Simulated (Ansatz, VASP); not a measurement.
**Hg in VASP and in Ansatz**

INCAR

```
SYSTEM = Hg
ALGO = Normal
EDIFF = 1E-7
ENCUT = 520
GGA = PE
ISIF = 2
ISMEAR = -1
LASPH = .TRUE.
LCHARG = .FALSE.
LREAL = .FALSE.
LWAVE = .FALSE.
NBANDS = 25
NELM = 80
PREC = Accurate
SIGMA = 0.05
```

Contents of KPOINTS:

```
k-points
0
G
  9 9 4
  0 0 0
```

POSCAR

```
Hg
1.0
    3.3425489597      0.0000000000      0.0000000000
   -1.4818932607      3.0965072478      0.0000000000
   -0.9646761351     -1.4065532827      8.1743895388
Hg
3
Direct
    0.0000000000      0.0000000000      0.0000000000
    0.4139298800      0.2585777100      0.6647421900
    0.5860701200      0.7414222900      0.3352578100
```

The input input.yaml:

```yaml
crystal:
  lattice:
    - [3.3425489597, 0.0, 0.0]
    - [-1.4818932607, 3.0965072478, 0.0]
    - [-0.9646761351, -1.4065532827, 8.1743895388]
  atoms:
    - { symbol: Hg, position: [0.0, 0.0, 0.0] }
    - { symbol: Hg, position: [0.41392988, 0.25857771, 0.66474219] }
    - { symbol: Hg, position: [0.58607012, 0.74142229, 0.33525781] }
hamiltonian:
  xc: pbe
  pseudopotentials: { kind: paw }
kpoints:
  mp_grid: { grid: [9, 9, 4] }
scf:
  occupations: { method: fermi_dirac, width: 0.05 }
output:
  forces: true
  stress: true
  eigenvalues: true
  write_density: true
  write_potential: true
  elf: true
  volumetric_format: npy
```

Change from the starting cell: volume scaled by 1.02.

Alike in both runs: task single point; functional PBE; k mesh 9 × 9 × 4; occupations fermi-dirac, width 0.05 eV; no spin polarisation.

```csv
,VASP,Ansatz
version,VASP 6.6.1,Ansatz 0.2.0
potentials or method,"VASP PAW PBE potentials, release 64 (Hg)",Ansatz PAW
plane-wave cutoff (eV),520,420
valence electrons in the cell,36,60
```

|  | VASP | Ansatz | Ansatz less VASP |
| --- | --- | --- | --- |
| gap on the k mesh at the Fermi level (eV) | none | none | - |
| pressure (GPa) | 0.7 | 0.6 | -0.12 |
| largest component of the traceless stress (GPa) | 0.09 | 0.09 | +0.001 |
| rms of the force components (eV/Å) | 0.010 | 0.010 | +0.0002 |

Atom by atom the forces differ by 0.000 eV/Å (rms over components). A gap of «none» marks a metal or a gap that the smearing closes. With one functional, cell and mesh, what is left measures potentials, basis and numerics. The two sets of potentials don't hold the same shells in valence.

Spin-orbit coupling is left out, which matters for the levels of Hg.
